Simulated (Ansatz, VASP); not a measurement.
MgS (Niningerite) in VASP and in Ansatz

```xyz
2
Lattice="0.0000 2.6016 2.6016 2.6016 0.0000 2.6016 2.6016 2.6016 0.0000" Properties=species:S:1:pos:R:3 pbc="T T T"
S     2.6016    2.6016    2.6016
Mg    0.0000    0.0000    0.0000
```

Alike in both runs: task relaxation of cell and atoms; functional PBE; k mesh 9 × 9 × 9; occupations fermi-dirac, width 0.05 eV; no spin polarisation.

|  | VASP | Ansatz |
| --- | --- | --- |
| version | VASP 6.6.1 | Ansatz 0.2.0 |
| potentials or method | VASP PAW PBE potentials, release 64 (S, Mg) | Ansatz PAW |
| plane-wave cutoff (eV) | 600 | 420 |
| valence electrons in the cell | 8 | 16 |

Ansatz gave:

* gap on the k mesh at the Fermi level, each at its own relaxed structure (eV): 2.89
* relaxed volume (Å³/atom): 17.88
* relaxed cell length with the largest relative difference (Å): 3.698

Q: Estimate VASP's values.

A: gap on the k mesh at the Fermi level, each at its own relaxed structure (eV): 2.88; relaxed volume (Å³/atom): 17.81; relaxed cell length with the largest relative difference (Å): 3.693.

The two sets of potentials don't hold the same shells in valence.

Caveats: an odd mesh through Γ misses points on the zone boundary, where band edges often lie (VASP); odd divisions of the mesh miss points on the zone boundary, where band edges often lie, so the gap on the mesh can be too wide (Ansatz); the plane-wave basis is chosen anew once the cell has moved, so the energies of steps on either side of that aren't comparable (Ansatz). PBE usually gives volumes a little too large and moduli too small.
